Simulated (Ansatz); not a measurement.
Cubic perovskite CsPbI3 (cubic high-temperature phase) was calculated with PBE in Ansatz (PAW).

Run with plane-wave cutoff 520 eV, 6×6×6 k mesh, Fermi–Dirac smearing 0.01 eV, scalar-relativistic PAW data made under PBE.

Computed points:

```
V (Å³/atom)  E − E_lowest (meV/atom)
-----------  -----------------------
49.216                          9.78
50.263                          4.18
51.310                          1.01
52.357                          0.00
53.404                          0.93
54.451                          3.57
55.498                          7.76
```

Task: Fit the third-order Birch–Murnaghan equation and give B0 and B′.

Result: V0 = 52.359 Å³/atom, B0 = 14.8 GPa, B′ = 4.7 (fit to the energies at full precision).

Note: the relaxation could not lower the start's symmetry, so the cell can be a saddle point above a distorted one.

Spin–orbit coupling is not included; it can shift volumes and moduli of such heavy elements.

The result took roughly 2.4 core-minutes.

Ansatz is an electronic-structure program.
